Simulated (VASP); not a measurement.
A run of VASP 6.6.1 is set up as follows.

The input INCAR:

```
SYSTEM = TiTe
PREC = Accurate
ENCUT = 600
EDIFF = 1E-7
ISMEAR = -1
SIGMA = 0.05
LREAL = .False.
LASPH = .True.
NELM = 100
ALGO = Fast
ISIF = 3
LWAVE = .False.
LCHARG = .False.
GGA = B5
ALDAX = 1.0
AGGAX = 1.0
AGGAC = 1.0
ALDAC = 0.0
IBRION = 2
NSW = 40
EDIFFG = -0.01
```

KPOINTS

```
Automatic mesh
0
Gamma
  8 8 8
  0 0 0
```

POSCAR

```
TiTe
1.0
    0.0000000000      3.0500668100      3.0500668100
    3.0500668100      0.0000000000      3.0500668100
    3.0500668100      3.0500668100      0.0000000000
Ti Te
1 1
Direct
    0.5000000000      0.5000000000      0.5000000000
    0.0000000000      0.0000000000      0.0000000000
```

Potentials or basis: VASP PAW PBE potentials, release 64 (Ti_sv, Te).

Run with:

```console
$ cat potpaw_PBE.64/Ti_sv/POTCAR potpaw_PBE.64/Te/POTCAR > POTCAR
$ mpirun -np 1 vasp_std > vasp.out
```

Q: What does it give for the relaxed volume?

A: 24.22 Å³/atom.

Q: What does it give for the relaxed cell?

A: a = 4.092 Å, b = 4.092 Å, c = 4.092 Å, α = 60.00°, β = 60.00°, γ = 60.00°.

Q: What does it give for the space group after relaxing (to 0.05 Å)?

A: Fm-3m (No. 225).

Step by step:
```tsv
step	energy change (eV)	largest force (eV/Å)	pressure (GPa)	volume (Å³)
1	0.0000	0.0000	-7.07	56.75
2	-0.2034	0.0000	1.99	47.07
3	-0.2118	0.0000	0.03	48.44
```

Caveat: the PAW data sets were made with another functional, which shifts forces and pressure a little. The run has no spin-orbit coupling, so splittings on Te are missing.
